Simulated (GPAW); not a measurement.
A run of GPAW 26.7.0 is set up as follows.

File run.py:

```python
from ase.dft.bandgap import bandgap
from ase.io import read, write
from ase.units import GPa
from gpaw import GPAW, PW, setup_paths

setup_paths.insert(0, '.')

atoms = read('ZnS.xyz')

calc = GPAW(mode=PW(600),
            xc='BLYP',
            kpts={'size': (9, 9, 9), 'gamma': True},
            occupations={'name': 'fermi-dirac', 'width': 0.05},
            nbands=18,
            convergence={'density': 1e-05, 'energy': 1e-05},
            eigensolver='davidson',
            maxiter=150,
            txt='gpaw.txt')
atoms.calc = calc
energy = atoms.get_potential_energy()
forces = atoms.get_forces()
stress = atoms.get_stress()
calc.write('gs.gpw')
write('result.traj', atoms)
print(f'Energy: {energy:.6f} eV')
print('Forces (eV/A):')
print(forces.round(4))
print('Stress (GPa):', (stress / GPa).round(3))
print('Fermi level:', round(calc.get_fermi_level(), 4), 'eV')
print(f'Gap: {bandgap(calc)[0]:.4f} eV, direct: {bandgap(calc, direct=True)[0]:.4f} eV')

path = atoms.cell.bandpath('GXWKGLUWLK,UX', npoints=100, eps=1e-4)
bs_calc = calc.fixed_density(kpts=path, symmetry='off', nbands=28,
                             convergence={'bands': 'CBM+6.0', 'eigenstates': 1e-6}, txt='bands.txt')
bs = bs_calc.band_structure()
bs.write('bs.json')
print(f'Gap on the path: {bandgap(bs_calc)[0]:.4f} eV')
```

Contents of ZnS.xyz:

```xyz
2
Lattice="0.0000000000 2.7020000000 2.7020000000 2.7020000000 0.0000000000 2.7020000000 2.7020000000 2.7020000000 0.0000000000" Properties=species:S:1:pos:R:3 pbc="T T T"
Zn     4.0530000000      4.0530000000      4.0530000000
S      0.0000000000      0.0000000000      0.0000000000
```

Potentials or basis: PAW data sets generated in the run's folder for this functional, pw.

Command:

```sh
$ gpaw-setup -f BLYP S Zn
$ OMP_NUM_THREADS=1 python run.py
```

Q: Predict the pressure.

A: 4.8 GPa.

Q: Predict the band gap along the path.

A: 2.09 eV, direct.

Levels at the corners of the path, in eV from the valence-band top:
```
point  band 5  band 6  band 7  band 8  band 9  band 10  band 11  band 12  band 13
    Γ   -5.89   -5.89    0.00    0.00    0.00     2.09     6.41     6.41     6.41
    X   -5.82   -5.67   -4.57   -2.19   -2.19     3.55     4.10    11.00    11.91
    W   -5.93   -5.50   -4.59   -2.69   -2.67     5.83     5.96     7.90     8.33
    K   -5.86   -5.55   -4.62   -3.06   -1.78     4.21     5.98     9.44     9.76
    Γ   -5.89   -5.89    0.00    0.00    0.00     2.09     6.41     6.41     6.41
    L   -5.86   -5.69   -5.25   -0.86   -0.86     3.30     6.96     6.96     9.00
    U   -5.86   -5.55   -4.62   -3.06   -1.78     4.21     5.98     9.44     9.76
    W   -5.93   -5.50   -4.59   -2.69   -2.67     5.83     5.96     7.90     8.33
    L   -5.86   -5.69   -5.25   -0.86   -0.86     3.30     6.96     6.96     9.00
    K   -5.86   -5.55   -4.62   -3.06   -1.78     4.21     5.98     9.44     9.76
    U   -5.86   -5.55   -4.62   -3.06   -1.78     4.21     5.98     9.44     9.76
    X   -5.82   -5.67   -4.57   -2.19   -2.19     3.55     4.10    11.00    11.91
```

**Experimental background.**

“Electronic, vibrational, and thermodynamic properties of ZnS (zincblende and rocksalt structure)”, 2009, arxiv:0911.5022 quotes, for a bulk crystal of ZnS at 19 K: band gap 3.85 eV (direct).

A measured gap of ZnS is 3.85 eV (direct; 19 K; quoted in “Electronic, vibrational, and thermodynamic properties of ZnS (zincblende and rocksalt structure)”, 2009, arxiv:0911.5022); the calculated 2.09 eV misses it by -1.76 eV. The value is that of BLYP, without temperature or zero-point motion. Semilocal functionals fall short of measured gaps as a rule.
